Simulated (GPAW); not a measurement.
Set up this calculation in GPAW 26.7.0, as an ASE script.

```
Task                : single point
Functional          : PBE
Potentials or basis : GPAW PAW data sets (gpaw-data 1.2.1)
Cutoff              : 800 eV
Basis               : pw
k mesh              : 7 × 7 × 6
Occupations         : gaussian, width 0.03 eV
Spin                : no spin polarisation
Maxiter             : 150
```

Crystal: SnO.

```
Sn O
1.0
     3.81370    0.00000    0.00000
     0.00000    3.81370    0.00000
     0.00000    0.00000    4.88691
Sn O
2 2
Direct
  0.50000 0.00000 0.76463
  0.00000 0.50000 0.23537
  0.00000 0.00000 0.00000
  0.50000 0.50000 0.00000
```

The cell is a database's computed one.

One way to write it, as run:

run.py

```python
from ase import Atoms
from ase.dft.bandgap import bandgap
from ase.io import write
from ase.units import GPa
from gpaw import GPAW, PW

atoms = Atoms(['Sn', 'Sn', 'O', 'O'],
              cell=[[3.81369522, 0.0, 0.0],
                    [0.0, 3.81369522, 0.0],
                    [0.0, 0.0, 4.8869133]],
              scaled_positions=[[0.5, 0.0, 0.76462614],
                                [0.0, 0.5, 0.23537386],
                                [0.0, 0.0, 0.0],
                                [0.5, 0.5, 0.0]],
              pbc=True)

calc = GPAW(mode=PW(800),
            xc='PBE',
            kpts={'size': (7, 7, 6), 'gamma': True},
            occupations={'name': 'methfessel-paxton', 'order': 0, 'width': 0.03},
            nbands=33,
            convergence={'density': 1e-05, 'energy': 1e-05},
            maxiter=150,
            txt='gpaw.txt')
atoms.calc = calc
energy = atoms.get_potential_energy()
forces = atoms.get_forces()
stress = atoms.get_stress()
calc.write('gs.gpw')
write('result.traj', atoms)
print(f'Energy: {energy:.6f} eV')
print('Forces (eV/A):')
print(forces.round(4))
print('Stress (GPa):', (stress / GPa).round(3))
print('Fermi level:', round(calc.get_fermi_level(), 4), 'eV')
print(f'Gap: {bandgap(calc)[0]:.4f} eV, direct: {bandgap(calc, direct=True)[0]:.4f} eV')
```

Potentials or basis: GPAW PAW data sets (gpaw-data 1.2.1), pw.

Run with:

```bash
$ OMP_NUM_THREADS=1 python run.py
```

Results of the run:

The pressure is 2.8 GPa, the largest force is 0.313 eV/Å and the band gap on the k mesh is 0.38 eV, indirect (least direct gap 2.04 eV).

Caveat: spin-orbit coupling is left out, which moves the levels of the heavy elements; an odd mesh through Γ misses points on the zone boundary, where band edges often lie.

It took 82 s on 1 thread of Arm Neoverse V1, with other jobs on the host, peak memory 0.26 GiB.
